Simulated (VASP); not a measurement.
# VASP 6.6.1 run: HfO$_{2}$

INCAR

```
IBRION = -1
NELECT = 22.5
EDIFF = 1E-7
NSW = 0
ISMEAR = -1
ISIF = 2
LCHARG = .FALSE.
ENCUT = 520
NELM = 74
PREC = Accurate
LASPH = .TRUE.
LREAL = .FALSE.
NBANDS = 18
SIGMA = 0.02
GGA = PE
LWAVE = .FALSE.
```

KPOINTS

```
KPOINTS created by Atomic Simulation Environment
0
Gamma
8 8 8
0 0 0
```

POSCAR

```
Hf O
 1.0000000000000000
    -0.1418349394000000    2.4885146726000000    2.4885146726000000
     2.4885146726000000   -0.1418349394000000    2.4885146726000000
     2.4885146726000000    2.4885146726000000   -0.1418349394000000
 Hf  O
   1   2
Cartesian
  0.0000000000000000  0.0000000000000000  0.0000000000000000
  1.2313548265665535  1.2313548265665535  1.2313548265665535
  3.6038395792334463  3.6038395792334463  3.6038395792334459
```

The recommended PBE PAW datasets give the neutral cell 22 valence electrons.

Command

```
mpirun -np 1 vasp_std
```

OSZICAR

```
N       E                     dE             d eps       ncg     rms          rms(c)
DAV:   1     0.973948212853E+02    0.97395E+02   -0.12701E+04  2340   0.122E+03
DAV:   2    -0.275466257367E+02   -0.12494E+03   -0.12233E+03  2974   0.292E+02
DAV:   3    -0.317195719096E+02   -0.41729E+01   -0.41512E+01  2744   0.471E+01
DAV:   4    -0.317438771762E+02   -0.24305E-01   -0.24254E-01  2802   0.401E+00
DAV:   5    -0.317440308698E+02   -0.15369E-03   -0.15369E-03  2682   0.299E-01    0.463E+01
DAV:   6    -0.262350963843E+02    0.55089E+01   -0.22553E+01  2384   0.334E+01    0.404E+01
DAV:   7    -0.261408222625E+02    0.94274E-01   -0.79474E-01  2618   0.704E+00    0.286E+01
DAV:   8    -0.261274149012E+02    0.13407E-01   -0.24633E-01  2432   0.458E+00    0.111E+01
DAV:   9    -0.261060879623E+02    0.21327E-01   -0.53744E-02  2426   0.198E+00    0.210E+00
DAV:  10    -0.261063001657E+02   -0.21220E-03   -0.24692E-03  2680   0.384E-01    0.812E-02
DAV:  11    -0.261063195885E+02   -0.19423E-04   -0.13569E-04  2636   0.949E-02    0.215E-01
DAV:  12    -0.261063338532E+02   -0.14265E-04   -0.36126E-05  2506   0.405E-02    0.102E-02
DAV:  13    -0.261063340660E+02   -0.21281E-06   -0.11689E-06  2980   0.833E-03    0.473E-03
DAV:  14    -0.261063342059E+02   -0.13988E-06   -0.18022E-07  2428   0.303E-03    0.139E-03
DAV:  15    -0.261063341960E+02    0.98314E-08   -0.88579E-09  1410   0.723E-04
   1 F= -.26106334E+02 E0= -.26104348E+02  d E =-.397234E-02
```

Standard output (part)

```
POSCAR found type information on POSCAR HfO
 POSCAR found :  2 types and       3 ions
 LDA part: xc-table for (Slater+PW92), standard interpolation
 POSCAR, INCAR and KPOINTS ok, starting setup
 WAVECAR not read
 entering main loop
 the old and the new charge density differ
    0.463E+01
```

From OUTCAR

```
k-points           NKPTS =     65   k-points in BZ     NKDIM =     65   number of bands    NBANDS=     18

   NELECT =      22.5000    total number of electrons

   dimension x,y,z NGX =    28 NGY =   28 NGZ =   28
   dimension x,y,z NGXF=    56 NGYF=   56 NGZF=   56

  energy-cutoff  :      520.00
  volume of cell :       33.45
      direct lattice vectors                 reciprocal lattice vectors
    -0.141834939  2.488514673  2.488514673    -0.184512760  0.195664839  0.195664839
     2.488514673 -0.141834939  2.488514673     0.195664839 -0.184512760  0.195664839
     2.488514673  2.488514673 -0.141834939     0.195664839  0.195664839 -0.184512760

 k-points in reciprocal lattice and weights: KPOINTS created by Atomic Simulation Env
   0.00000000  0.00000000  0.00000000       0.002
   0.12500000  0.00000000 -0.00000000       0.012
   0.25000000  0.00000000 -0.00000000       0.012
   0.37500000  0.00000000  0.00000000       0.012
   0.50000000  0.00000000 -0.00000000       0.006
   0.12500000  0.12500000 -0.00000000       0.012
   0.25000000  0.12500000  0.00000000       0.023
   0.37500000  0.12500000 -0.00000000       0.023
   ...

 E-fermi :   8.2583

 k-point     1 :       0.0000    0.0000    0.0000
  band No.  band energies     occupation
      1     -25.3216      2.00000
      2     -25.2995      2.00000
      3     -25.2995      2.00000
      4     -14.6948      2.00000
      5     -11.7709      2.00000
      6      -1.3319      2.00000
      7      -1.3319      2.00000
      8      -1.0299      2.00000
      9       3.1901      2.00000
     10       3.3534      2.00000
     11       3.3534      2.00000
     12       7.9316      2.00000
     13       7.9316      2.00000
     14       9.2736      0.00000
     15      14.0427      0.00000
     16      14.0427      0.00000
     17      14.5985      0.00000
     18      16.9210      0.00000

 k-point     2 :       0.1250    0.0000   -0.0000
  band No.  band energies     occupation
      1     -25.3703      2.00000
      2     -25.3201      2.00000
      3     -25.3039      2.00000
      4     -14.5055      2.00000
      5     -11.9188      2.00000
      6      -1.1842      2.00000
      7      -1.0035      2.00000
      8      -0.8577      2.00000
      9       2.8389      2.00000
     10       3.0299      2.00000
     11       3.0727      2.00000
     12       8.1303      1.99669
     13       8.2228      1.71050
     14       9.8931      0.00000
     15      13.3469      0.00000
     16      13.7354      0.00000
     17      14.2610      0.00000
     18      16.8474      0.00000

 k-point     3 :       0.2500    0.0000   -0.0000
  band No.  band energies     occupation
      1     -25.5173      2.00000
      2     -25.3349      2.00000
      3     -25.3144      2.00000
      4     -14.0486      2.00000
      5     -12.2330      2.00000
      6      -0.8001      2.00000
      7      -0.6357      2.00000
      8      -0.0357      2.00000
      9       1.9517      2.00000
     10       2.5056      2.00000
     11       2.6235      2.00000
     12       8.3822      0.00407
     13       8.7338      0.00000
     14      10.7131      0.00000
     15      12.6554      0.00000
     16      13.2343      0.00000
     17      13.8170      0.00000
     18      16.1272      0.00000

 ...

  Total        4.5346799      4.5346799      4.5346799      0.6992208      0.6992208      0.6992208
  in kB      217.1782495    217.1782495    217.1782495     33.4876020     33.4876020     33.4876020
  external PRESSURE =     217.1782495 kB  Pullay stress =       0.0000000 kB

 POSITION                                       TOTAL-FORCE (eV/Angst)
 -----------------------------------------------------------------------------------
      0.00000      0.00000      0.00000        -0.000000     -0.000000      0.000000
      1.23135      1.23135      1.23135         0.147103      0.147103      0.147103
      3.60384      3.60384      3.60384        -0.147103     -0.147103     -0.147103
 -----------------------------------------------------------------------------------
    total drift:                               -0.000000     -0.000000     -0.000000

  FREE ENERGIE OF THE ION-ELECTRON SYSTEM (eV)
  ---------------------------------------------------
  free  energy   TOTEN  =       -26.1063341960 eV

  energy  without entropy=      -26.1023618512  energy(sigma->0) =      -26.10434802
```

It converged. Results: pressure 21.7 GPa; largest force 0.25 eV/Å.

The cell is charged and sits in a uniform background.

For comparison, a separate PBE run of the intended cell, on usual settings and not on those above, gives a gap of 3.78 eV on its mesh and a pressure of -5.3 GPa.

The run above took about 39 s on one core of a shared host (Intel Xeon Platinum 8488C) and held 0.18 GiB at most.
